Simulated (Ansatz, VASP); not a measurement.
**Al2Cu: VASP beside Ansatz**

```
Cu Al
1.0
     4.10518    0.00000    0.00000
     0.00000    4.10518    0.00000
     0.00000    0.00000    2.89131
Cu Al
1 2
Direct
  0.00000 0.00000 0.00000
  0.00000 0.50000 0.50000
  0.50000 0.00000 0.50000
```

The cell comes from a database or a generator and needn't be the stable form of this composition.

Alike in both runs: task relaxation of cell and atoms; functional PBEsol; k mesh 7 × 7 × 9; occupations fermi-dirac, width 0.05 eV; no spin polarisation.

```csv
,VASP,Ansatz
version,VASP 6.6.1,Ansatz 0.2.0
potentials or method,"VASP PAW PBE potentials, release 64 (Cu, Al)",Ansatz PAW
plane-wave cutoff (eV),600,420
valence electrons in the cell,17,25
```

Ansatz gave:

```
gap on the k mesh at the Fermi level, each at its own relaxed structure (eV) : none
relaxed volume (Å³/atom)                                                     : 15.84
relaxed cell length with the largest relative difference (Å)                 : 4.086
energy change over the relaxation (meV/atom)                                 : -4
```

Problem. Which values does VASP return?

Solution. gap on the k mesh at the Fermi level, each at its own relaxed structure (eV): none; relaxed volume (Å³/atom): 15.89; relaxed cell length with the largest relative difference (Å): 4.091; energy change over the relaxation (meV/atom): -3.

A gap of «none» marks a metal or a gap that the smearing closes. The two sets of potentials don't hold the same shells in valence.

Caveats: the PAW data sets were made with another functional, which shifts forces and pressure a little (VASP); the plane-wave basis is chosen anew once the cell has moved, so the energies of steps on either side of that aren't comparable (Ansatz); the PAW data sets come from PBE, with cores solved anew for the run's functional, which leaves a small shift of forces and pressure (Ansatz).
